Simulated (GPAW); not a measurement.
# GaSb (F-43m) in GPAW: a series of runs

One crystal, GaSb, is run at these levels: revPBE+D3(BJ), revPBE+D4, BLYP+D3(BJ), PBEsol, PBE; tasks: relaxation of cell and atoms, electron localisation function, single point.

Program: GPAW 26.7.0. These are calculated values, not measurements. Logs are shortened: lines on timing, memory, paths and dates and some standing lists are left out, and cuts for length are marked. The log counts tension as positive stress, the text compression.

### 1 The structure

It takes space group F-43m (No. 216, cubic). Conventional cell: a = 6.118 Å, b = 6.118 Å, c = 6.118 Å, α = 90.00°, β = 90.00°, γ = 90.00°. Around Sb (site symmetry -43m) lie 4 Ga at 2.65 Å. Ga (site symmetry -43m) is surrounded by 4 Sb at 2.65 Å.

### 2 Relaxation of cell and atoms, revPBE+D3(BJ)

File run.py:

```python
from ase.calculators.mixing import SumCalculator
from ase.filters import FrechetCellFilter
from ase.io import read, write
from ase.optimize import BFGS
from dftd3.ase import DFTD3
from gpaw import GPAW, PW

atoms = read('POSCAR')

calc = GPAW(mode=PW(600),
            xc='revPBE',
            kpts={'size': (8, 8, 8), 'gamma': True},
            occupations={'name': 'fermi-dirac', 'width': 0.05},
            nbands=18,
            convergence={'density': 1e-05, 'forces': 0.0001},
            maxiter=150,
            txt='gpaw.txt')
atoms.calc = SumCalculator([calc, DFTD3(method='revpbe', damping='d3bj')])
opt = BFGS(FrechetCellFilter(atoms), trajectory='relax.traj', logfile='-')
done = opt.run(fmax=0.02, steps=100)
calc.write('gs.gpw')
write('result.traj', atoms)
print('Converged:', done)
print('Cell:', atoms.cell.cellpar().round(4))
print('Volume:', round(atoms.get_volume(), 4))
print(atoms.get_scaled_positions().round(5))
```

File POSCAR:

```
GaSb
1.0
    0.0000000000      3.0590000000      3.0590000000
    3.0590000000      0.0000000000      3.0590000000
    3.0590000000      3.0590000000      0.0000000000
Sb Ga
1 1
Direct
    0.7500000000      0.7500000000      0.7500000000
    0.0000000000      0.0000000000      0.0000000000
```

Potentials or basis: the program's PAW data sets (release 1.2.1) made for this functional, pw.

On the command line:

```bash
$ OMP_NUM_THREADS=1 python run.py
```

gpaw.txt:

```text
__  _  _
 | _ |_)|_||  |
 |__||  | ||/\| - 26.7.0

Input parameters:
  mode=PW(ecut=600.0),
  convergence={'density': 1e-05, 'forces': 0.0001},
  kpts=MonkhorstPack(size=(8, 8, 8), gamma=True),
  maxiter=150,
  nbands=18,
  occupations=Occupations(name='fermi-dirac', width=0.05),
  xc=XC(name='revPBE')

Diagonalizing LCAO Hamiltonian
Converting LCAO to pw mode

                     Sb

       Ga

Atoms  # Å, Bohr magnetons
|   | symbol |        x |        y |        z |    initial magnetic moments |
|---|--------|----------|----------|----------|-----------------------------|
| 0 |     Sb | 4.588500 | 4.588500 | 4.588500 | ( 0.0000,  0.0000,  0.0000) |
| 1 |     Ga | 0.000000 | 0.000000 | 0.000000 | ( 0.0000,  0.0000,  0.0000) |

Unit cell  # Å
| periodic |        x |        y |        z |  lengths |    angles |
|----------|----------|----------|----------|----------|-----------|
|      yes | 0.000000 | 3.059000 | 3.059000 | 4.326079 | 60.000000 |
|      yes | 3.059000 | 0.000000 | 3.059000 | 4.326079 | 60.000000 |
|      yes | 3.059000 | 3.059000 | 0.000000 | 4.326079 | 60.000000 |

Number of symmetries: 24
Symmetry operations  # r_c * U_cc + t_c -> r_c
|    | kind |            matrix            |
|----|------|------------------------------|
|  0 |  E   |  1, 0, 0,  0, 1, 0,  0, 0, 1 |
|  1 |  σ   |  1, 0, 0,  0, 0, 1,  0, 1, 0 |
|  2 |  σ   |  1, 0,-1,  0, 1,-1,  0, 0,-1 |
|  3 |  C3  |  1, 0,-1,  0, 0,-1,  0, 1,-1 |
|  4 |  C3  |  1,-1, 0,  0,-1, 1,  0,-1, 0 |
|  5 |  σ   |  1,-1, 0,  0,-1, 0,  0,-1, 1 |
|  6 |  σ   |  0, 1, 0,  1, 0, 0,  0, 0, 1 |
|  7 |  C3  |  0, 1, 0,  0, 0, 1,  1, 0, 0 |
|  8 |  C2  |  0, 1,-1,  1, 0,-1,  0, 0,-1 |
|  9 |  S4  |  0, 1,-1,  0, 0,-1,  1, 0,-1 |
| 10 |  C3  |  0, 0, 1,  1, 0, 0,  0, 1, 0 |
| 11 |  σ   |  0, 0, 1,  0, 1, 0,  1, 0, 0 |
| 12 |  S4  |  0, 0,-1,  1, 0,-1,  0, 1,-1 |
| 13 |  C3  |  0, 0,-1,  0, 1,-1,  1, 0,-1 |
| 14 |  S4  |  0,-1, 1,  1,-1, 0,  0,-1, 0 |
| 15 |  C2  |  0,-1, 1,  0,-1, 0,  1,-1, 0 |
[... 196 lines left out ...]
Gap: 0.163 eV
Transition (v -> c):
  (s=0, k=0, n=8, [0.00, 0.00, 0.00]) -> (s=0, k=0, n=9, [0.00, 0.00, 0.00])
No difference between direct/indirect transitions

Stress tensor  # eV/Ang^3
|         x |         y |         z |
|-----------|-----------|-----------|
| -0.021887 | -0.000000 | -0.000000 |
| -0.000000 | -0.021887 | -0.000000 |
| -0.000000 | -0.000000 | -0.021887 |

Forces  # eV/Ang
|       x |       y |       z |
|---------|---------|---------|
| 0.00000 | 0.00000 | 0.00000 |  # Sb   0
| 0.00000 | 0.00000 | 0.00000 |  # Ga   1

Interpolating wave functions to new cell

                     Sb

       Ga

Atoms  # Å, Bohr magnetons
|   | symbol |        x |        y |         z |    initial magnetic moments |
|---|--------|----------|----------|-----------|-----------------------------|
| 0 |     Sb | 4.586263 | 4.586263 |  4.586263 | ( 0.0000,  0.0000,  0.0000) |
| 1 |     Ga | 0.000000 | 0.000000 | -0.000000 | ( 0.0000,  0.0000,  0.0000) |

Unit cell  # Å
| periodic |        x |        y |        z |  lengths |    angles |
|----------|----------|----------|----------|----------|-----------|
|      yes | 0.000000 | 3.057509 | 3.057509 | 4.323970 | 60.000000 |
|      yes | 3.057509 | 0.000000 | 3.057509 | 4.323970 | 60.000000 |
|      yes | 3.057509 | 3.057509 | 0.000000 | 4.323970 | 60.000000 |

Number of symmetries: 24
Symmetry operations  # r_c * U_cc + t_c -> r_c
|    | kind |            matrix            |
|----|------|------------------------------|
|  0 |  E   |  1, 0, 0,  0, 1, 0,  0, 0, 1 |
|  1 |  σ   |  1, 0, 0,  0, 0, 1,  0, 1, 0 |
|  2 |  σ   |  1, 0,-1,  0, 1,-1,  0, 0,-1 |
|  3 |  C3  |  1, 0,-1,  0, 0,-1,  0, 1,-1 |
|  4 |  C3  |  1,-1, 0,  0,-1, 1,  0,-1, 0 |
|  5 |  σ   |  1,-1, 0,  0,-1, 0,  0,-1, 1 |
|  6 |  σ   |  0, 1, 0,  1, 0, 0,  0, 0, 1 |
|  7 |  C3  |  0, 1, 0,  0, 0, 1,  1, 0, 0 |
|  8 |  C2  |  0, 1,-1,  1, 0,-1,  0, 0,-1 |
|  9 |  S4  |  0, 1,-1,  0, 0,-1,  1, 0,-1 |
| 10 |  C3  |  0, 0, 1,  1, 0, 0,  0, 1, 0 |
| 11 |  σ   |  0, 0, 1,  0, 1, 0,  1, 0, 0 |
| 12 |  S4  |  0, 0,-1,  1, 0,-1,  0, 1,-1 |
| 13 |  C3  |  0, 0,-1,  0, 1,-1,  1, 0,-1 |
| 14 |  S4  |  0,-1, 1,  1,-1, 0,  0,-1, 0 |
| 15 |  C2  |  0,-1, 1,  0,-1, 0,  1,-1, 0 |
[... 194 lines left out ...]
Gap: 0.173 eV
Transition (v -> c):
  (s=0, k=0, n=8, [0.00, 0.00, 0.00]) -> (s=0, k=0, n=9, [0.00, 0.00, 0.00])
No difference between direct/indirect transitions

Stress tensor  # eV/Ang^3
|         x |         y |         z |
|-----------|-----------|-----------|
| -0.022415 |  0.000000 | -0.000000 |
|  0.000000 | -0.022415 | -0.000000 |
| -0.000000 | -0.000000 | -0.022415 |

Forces  # eV/Ang
|        x |        y |       z |
|----------|----------|---------|
|  0.00000 |  0.00000 | 0.00000 |  # Sb   0
| -0.00000 | -0.00000 | 0.00000 |  # Ga   1

Interpolating wave functions to new cell

                     Sb

       Ga

Atoms  # Å, Bohr magnetons
|   | symbol |         x |         y |        z |    initial magnetic moments |
|---|--------|-----------|-----------|----------|-----------------------------|
| 0 |     Sb |  4.577135 |  4.577135 | 4.577135 | ( 0.0000,  0.0000,  0.0000) |
| 1 |     Ga | -0.000000 | -0.000000 | 0.000000 | ( 0.0000,  0.0000,  0.0000) |

Unit cell  # Å
| periodic |        x |        y |        z |  lengths |    angles |
|----------|----------|----------|----------|----------|-----------|
|      yes | 0.000000 | 3.051423 | 3.051423 | 4.315364 | 60.000000 |
|      yes | 3.051423 | 0.000000 | 3.051423 | 4.315364 | 60.000000 |
|      yes | 3.051423 | 3.051423 | 0.000000 | 4.315364 | 60.000000 |

Number of symmetries: 24
Symmetry operations  # r_c * U_cc + t_c -> r_c
|    | kind |            matrix            |
|----|------|------------------------------|
|  0 |  E   |  1, 0, 0,  0, 1, 0,  0, 0, 1 |
|  1 |  σ   |  1, 0, 0,  0, 0, 1,  0, 1, 0 |
|  2 |  σ   |  1, 0,-1,  0, 1,-1,  0, 0,-1 |
|  3 |  C3  |  1, 0,-1,  0, 0,-1,  0, 1,-1 |
|  4 |  C3  |  1,-1, 0,  0,-1, 1,  0,-1, 0 |
|  5 |  σ   |  1,-1, 0,  0,-1, 0,  0,-1, 1 |
|  6 |  σ   |  0, 1, 0,  1, 0, 0,  0, 0, 1 |
|  7 |  C3  |  0, 1, 0,  0, 0, 1,  1, 0, 0 |
|  8 |  C2  |  0, 1,-1,  1, 0,-1,  0, 0,-1 |
|  9 |  S4  |  0, 1,-1,  0, 0,-1,  1, 0,-1 |
| 10 |  C3  |  0, 0, 1,  1, 0, 0,  0, 1, 0 |
| 11 |  σ   |  0, 0, 1,  0, 1, 0,  1, 0, 0 |
| 12 |  S4  |  0, 0,-1,  1, 0,-1,  0, 1,-1 |
| 13 |  C3  |  0, 0,-1,  0, 1,-1,  1, 0,-1 |
| 14 |  S4  |  0,-1, 1,  1,-1, 0,  0,-1, 0 |
| 15 |  C2  |  0,-1, 1,  0,-1, 0,  1,-1, 0 |
[... 195 lines left out ...]
Gap: 0.217 eV
Transition (v -> c):
  (s=0, k=0, n=8, [0.00, 0.00, 0.00]) -> (s=0, k=0, n=9, [0.00, 0.00, 0.00])
No difference between direct/indirect transitions

Stress tensor  # eV/Ang^3
|         x |         y |         z |
|-----------|-----------|-----------|
| -0.024623 |  0.000000 | -0.000000 |
|  0.000000 | -0.024623 |  0.000000 |
| -0.000000 |  0.000000 | -0.024623 |

Forces  # eV/Ang
|        x |        y |        z |
|----------|----------|----------|
| -0.00000 | -0.00000 | -0.00000 |  # Sb   0
|  0.00000 |  0.00000 | -0.00000 |  # Ga   1

# Writing to gs.gpw (mode='')
```

Wall time 45 s (1 thread of Arm Neoverse V1, shared host); peak memory 0.23 GiB.

Results:

```
Free energy                            : -8.3118 eV
Relaxed volume                         : 28.41 Å³/atom
Relaxed cell                           : a = 4.315 Å, b = 4.315 Å, c = 4.315 Å, α = 60.00°, β = 60.00°, γ = 60.00°
Space group after relaxing (to 0.05 Å) : F-43m (No. 216)
Energy gained by relaxing              : 0.3 meV/atom
Ionic steps                            : 3
Pressure after relaxing                : 0.0 GPa
Band gap on the k mesh                 : 0.22 eV, direct
Dispersion energy per atom             : -0.632 eV
```

The path:
| step | energy change (eV) | largest force (eV/Å) | pressure (GPa) | volume (Å³) |
| --- | --- | --- | --- | --- |
| 1 | 0.0000 | 0.0000 | -0.38 | 57.25 |
| 2 | -0.0002 | 0.0000 | -0.31 | 57.17 |
| 3 | -0.0005 | 0.0000 | 0.01 | 56.82 |

Final structure:
```
CELL_PARAMETERS angstrom
0.00000 3.05142 3.05142
3.05142 0.00000 3.05142
3.05142 3.05142 0.00000
ATOMIC_POSITIONS crystal
Sb 0.75000 0.75000 0.75000
Ga 0.00000 0.00000 0.00000
```

Caveat: later steps reuse the first step's grids; spin-orbit coupling is left out, which moves the levels of the heavy elements.

### 3 Relaxation of cell and atoms, revPBE+D4

run.py, as its differences from that of step 2:

```diff
@@ -3,4 +3,4 @@
 from ase.io import read, write
-from ase.optimize import BFGS
-from dftd3.ase import DFTD3
+from ase.optimize import FIRE
+from dftd4.ase import DFTD4
 from gpaw import GPAW, PW
@@ -17,5 +17,5 @@
             txt='gpaw.txt')
-atoms.calc = SumCalculator([calc, DFTD3(method='revpbe', damping='d3bj')])
-opt = BFGS(FrechetCellFilter(atoms), trajectory='relax.traj', logfile='-')
-done = opt.run(fmax=0.02, steps=100)
+atoms.calc = SumCalculator([calc, DFTD4(method='revpbe')])
+opt = FIRE(FrechetCellFilter(atoms), trajectory='relax.traj', logfile='-')
+done = opt.run(fmax=0.05, steps=60)
 calc.write('gs.gpw')
```

POSCAR is that of step 2.

Potentials or basis: the program's PAW data sets (release 1.2.1) made for this functional, pw.

On the command line:

```bash
$ OMP_NUM_THREADS=1 python run.py
```

Wall time 1.8 min (1 thread of Arm Neoverse V1, shared host); peak memory 0.27 GiB.

The run converged. Its results:

```yaml
Free_energy: -8.3808 eV
Relaxed_volume: 28.38 Å³/atom
Relaxed_cell: a = 4.314 Å, b = 4.314 Å, c = 4.314 Å, α = 60.00°, β = 60.00°, γ = 60.00°
Space_group_after_relaxing_to_0.05_Å: F-43m (No. 216)
Energy_gained_by_relaxing: 0.6 meV/atom
Ionic_steps: 4
Pressure_after_relaxing: -0.2 GPa
Band_gap_on_the_k_mesh: 0.22 eV, direct
Dispersion_energy_per_atom: -0.668 eV
```

The path:
```tsv
step	energy change (eV)	largest force (eV/Å)	pressure (GPa)	volume (Å³)
1	0.0000	0.0000	-0.59	57.25
2	-0.0003	0.0000	-0.51	57.16
3	-0.0008	0.0000	-0.36	56.99
4	-0.0011	0.0000	-0.15	56.77
```

Final structure:
```xyz
2
Lattice="0.0000 3.0504 3.0504 3.0504 0.0000 3.0504 3.0504 3.0504 0.0000" Properties=species:S:1:pos:R:3 pbc="T T T"
Sb    4.5756    4.5756    4.5756
Ga    0.0000    0.0000    0.0000
```

Levels at points of the mesh, in eV from the valence-band top:
```tsv
k point	band 7	band 8	band 9	band 10	band 11	band 12
(0.00, 0.00, 0.00)	0.00	0.00	0.00	0.22	2.83	2.83
(0.50, 0.00, 0.00)	-6.34	-1.16	-1.16	0.52	3.81	3.81
(0.50, 0.50, 0.00)	-6.78	-2.58	-2.58	0.98	1.33	8.84
(0.50, 0.50, 0.50)	-6.34	-1.16	-1.16	0.52	3.81	3.81
```

Caveat: later steps reuse the first step's grids; spin-orbit coupling is left out, which moves the levels of the heavy elements. A k mesh can miss the band edges.

### 4 Relaxation of cell and atoms, BLYP+D3(BJ)

File run.py:

```python
from ase import Atoms
from ase.calculators.mixing import SumCalculator
from ase.filters import FrechetCellFilter
from ase.io import write
from ase.optimize import BFGS
from dftd3.ase import DFTD3
from gpaw import GPAW, PW, setup_paths

setup_paths.insert(0, '.')

atoms = Atoms(['Sb', 'Ga'],
              cell=[[0.0, 3.059, 3.059],
                    [3.059, 0.0, 3.059],
                    [3.059, 3.059, 0.0]],
              scaled_positions=[[0.75, 0.75, 0.75],
                                [0.0, 0.0, 0.0]],
              pbc=True)

calc = GPAW(mode=PW(600),
            xc='BLYP',
            kpts={'size': (8, 8, 8), 'gamma': True},
            occupations={'name': 'fermi-dirac', 'width': 0.05},
            nbands=18,
            convergence={'density': 1e-05, 'forces': 0.0001},
            eigensolver='davidson',
            maxiter=150,
            txt='gpaw.txt')
atoms.calc = SumCalculator([calc, DFTD3(method='blyp', damping='d3bj')])
opt = BFGS(FrechetCellFilter(atoms), trajectory='relax.traj', logfile='-')
done = opt.run(fmax=0.02, steps=40)
calc.write('gs.gpw')
write('result.traj', atoms)
print('Converged:', done)
print('Cell:', atoms.cell.cellpar().round(4))
print('Volume:', round(atoms.get_volume(), 4))
print(atoms.get_scaled_positions().round(5))
```

Potentials or basis: PAW data sets generated in the run's folder for this functional, pw.

On the command line:

```bash
$ gpaw-setup -f BLYP Ga Sb
$ OMP_NUM_THREADS=1 python run.py
```

gpaw.txt:

```text
__  _  _
 | _ |_)|_||  |
 |__||  | ||/\| - 26.7.0

Input parameters:
  mode=PW(ecut=600.0),
  convergence={'density': 1e-05, 'forces': 0.0001},
  eigensolver=Davidson(niter=2),
  kpts=MonkhorstPack(size=(8, 8, 8), gamma=True),
  maxiter=150,
  nbands=18,
  occupations=Occupations(name='fermi-dirac', width=0.05),
  xc=XC(name='BLYP')

Diagonalizing LCAO Hamiltonian
Converting LCAO to pw mode

                     Sb

       Ga

Atoms  # Å, Bohr magnetons
|   | symbol |        x |        y |        z |    initial magnetic moments |
|---|--------|----------|----------|----------|-----------------------------|
| 0 |     Sb | 4.588500 | 4.588500 | 4.588500 | ( 0.0000,  0.0000,  0.0000) |
| 1 |     Ga | 0.000000 | 0.000000 | 0.000000 | ( 0.0000,  0.0000,  0.0000) |

Unit cell  # Å
| periodic |        x |        y |        z |  lengths |    angles |
|----------|----------|----------|----------|----------|-----------|
|      yes | 0.000000 | 3.059000 | 3.059000 | 4.326079 | 60.000000 |
|      yes | 3.059000 | 0.000000 | 3.059000 | 4.326079 | 60.000000 |
|      yes | 3.059000 | 3.059000 | 0.000000 | 4.326079 | 60.000000 |

Number of symmetries: 24
Symmetry operations  # r_c * U_cc + t_c -> r_c
|    | kind |            matrix            |
|----|------|------------------------------|
|  0 |  E   |  1, 0, 0,  0, 1, 0,  0, 0, 1 |
[... 472 lines left out ...]
|----------|----------|----------|
|  0.00000 |  0.00000 |  0.00000 |  # Sb   0
| -0.00000 | -0.00000 | -0.00000 |  # Ga   1

Interpolating wave functions to new cell

                     Sb

       Ga

Atoms  # Å, Bohr magnetons
|   | symbol |         x |         y |         z |    initial magnetic moments |
|---|--------|-----------|-----------|-----------|-----------------------------|
| 0 |     Sb |  4.594799 |  4.594799 |  4.594799 | ( 0.0000,  0.0000,  0.0000) |
| 1 |     Ga | -0.000000 | -0.000000 | -0.000000 | ( 0.0000,  0.0000,  0.0000) |

Unit cell  # Å
| periodic |         x |         y |        z |  lengths |    angles |
|----------|-----------|-----------|----------|----------|-----------|
|      yes | -0.000000 |  3.063199 | 3.063199 | 4.332018 | 60.000000 |
|      yes |  3.063199 | -0.000000 | 3.063199 | 4.332018 | 60.000000 |
|      yes |  3.063199 |  3.063199 | 0.000000 | 4.332018 | 60.000000 |

Number of symmetries: 24
Symmetry operations  # r_c * U_cc + t_c -> r_c
|    | kind |            matrix            |
|----|------|------------------------------|
|  0 |  E   |  1, 0, 0,  0, 1, 0,  0, 0, 1 |
|  1 |  σ   |  1, 0, 0,  0, 0, 1,  0, 1, 0 |
|  2 |  σ   |  1, 0,-1,  0, 1,-1,  0, 0,-1 |
|  3 |  C3  |  1, 0,-1,  0, 0,-1,  0, 1,-1 |
|  4 |  C3  |  1,-1, 0,  0,-1, 1,  0,-1, 0 |
|  5 |  σ   |  1,-1, 0,  0,-1, 0,  0,-1, 1 |
|  6 |  σ   |  0, 1, 0,  1, 0, 0,  0, 0, 1 |
|  7 |  C3  |  0, 1, 0,  0, 0, 1,  1, 0, 0 |
|  8 |  C2  |  0, 1,-1,  1, 0,-1,  0, 0,-1 |
[... 149 lines left out ...]
SCF iterations
|iter     | |      energy | eigst |  dens |force |
|---------|-|-------------|-------|-------|------|
|iter:   1| |   -6.311117 |       |       |      |
|iter:   2| |   -6.311077 | -4.40 | -2.82 |      |
|iter:   3| |   -6.310873c| -4.27 | -2.85 |      |
|iter:   4| |   -6.310779c| -5.25 | -3.41 |      |
|iter:   5| |   -6.310777c| -6.01 | -3.69 |      |
|iter:   6| |   -6.310777c| -6.99 | -4.39 |      |
|iter:   7| |   -6.310777c| -7.75c| -4.82 |      |
|iter:   8| |   -6.310777c| -8.97c| -5.72c|      |
|iter:   9| |   -6.310777c| -9.44c| -6.16c|-15.89c|

Converged in 9 steps
Energy contributions relative to reference atoms: (reference = -229194.283975)
[... 48 lines left out ...]
Forces  # eV/Ang
|        x |        y |        z |
|----------|----------|----------|
| -0.00000 |  0.00000 | -0.00000 |  # Sb   0
| -0.00000 | -0.00000 | -0.00000 |  # Ga   1

# Writing to gs.gpw (mode='')
```

Run time: 43 s. Hardware: 1 thread of Arm Neoverse V1, shared host; peak memory 0.21 GiB.

Results:

* Free energy: -7.8611 eV
* Relaxed volume: 28.74 Å³/atom
* Relaxed cell: a = 4.332 Å, b = 4.332 Å, c = 4.332 Å, α = 60.00°, β = 60.00°, γ = 60.00°
* Space group after relaxing (to 0.05 Å): F-43m (No. 216)
* Energy gained by relaxing: 0.1 meV/atom
* Ionic steps: 3
* Pressure after relaxing: 0.0 GPa
* Band gap on the k mesh: none (metal or under the smearing width)
* Dispersion energy per atom: -0.775 eV

Step by step:
| step | energy change (eV) | largest force (eV/Å) | pressure (GPa) | volume (Å³) |
| --- | --- | --- | --- | --- |
| 1 | 0.0000 | 0.0000 | 0.21 | 57.25 |
| 2 | -0.0001 | 0.0000 | 0.17 | 57.29 |
| 3 | -0.0002 | 0.0000 | 0.00 | 57.49 |

Final structure:
```xyz
2
Lattice="0.0000 3.0632 3.0632 3.0632 0.0000 3.0632 3.0632 3.0632 0.0000" Properties=species:S:1:pos:R:3 pbc="T T T"
Sb    4.5948    4.5948    4.5948
Ga    0.0000    0.0000    0.0000
```

Caveat: later steps reuse the first step's grids; pairwise dispersion overbinds metals, which lowers pressure and volume; this crystal is a semiconductor, whose small gap the functional closes, so the metal is an error of the method. Zero-point motion and thermal expansion aren't in these numbers.

(Continued in part 2 of 2.)
